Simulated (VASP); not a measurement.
An input for Ansatz (written as the equivalent of a VASP run, and not itself run):

Ansatz 0.2 input:
```yaml
crystal:
  lattice:
    - [3.5725500, 0.0000000, 0.0000000]
    - [-1.7862750, 3.0939190, 0.0000000]
    - [0.0000000, 0.0000000, 3.8149370]
  atoms:
    - { symbol: Li, position: [0.0000000, 0.0000000, 0.5000000] }
    - { symbol: Li, position: [0.3333330, 0.6666670, 0.0000000] }
    - { symbol: Li, position: [0.6666670, 0.3333330, 0.0000000] }
    - { symbol: N, position: [0.0000000, 0.0000000, 0.0000000] }
kpoints:
  mp_grid: { grid: [6, 6, 5] }
hamiltonian:
  xc: pbe
  pseudopotentials: { kind: paw }
scf:
  occupations: { method: gaussian, width: 0.01 }
  max_iter: 100
output: { forces: true, stress: true, eigenvalues: true }
```

Problem. Translate this input to VASP (INCAR, KPOINTS, POSCAR, choice of POTCAR).

Solution. One answer among several that fit: 
INCAR:
```
SYSTEM = Li3N
PREC = Accurate; ENCUT = 400; LREAL = .FALSE.
LASPH = .TRUE.
EDIFF = 1E-6; NELM = 100; ALGO = Normal
ISMEAR = 0; SIGMA = 0.01
GGA = PE
ISIF = 2
LWAVE = .FALSE.; LCHARG = .FALSE.
```

POSCAR:
```
Li3N
1.0
  3.5725500000   0.0000000000   0.0000000000
 -1.7862750000   3.0939190000   0.0000000000
  0.0000000000   0.0000000000   3.8149370000
Li N
3 1
Cart
  0.0000000000   0.0000000000   1.9074685000
 -0.0000017863   2.0626136980   0.0000000000
  1.7862767863   1.0313053020   0.0000000000
  0.0000000000   0.0000000000   0.0000000000
```

KPOINTS:
```
Automatic
0
Gamma
  6 6 5
```

POTCAR, in this order: Li_sv N (PBE.64 set). Program: vasp_std.

The two are equivalent in intent, not identical: each code has its own PAW files, so the cut-off isn't converted (ENCUT is set for VASP's; basis.ecutwfc is left out, and Ansatz then takes the one that its files recommend); Ansatz stops its SCF on the density residual and VASP on the energy change (EDIFF).

The structure comes from a computed database's Li3N entry; how it stands against other phases isn't given here. The cell was not relaxed at this level.
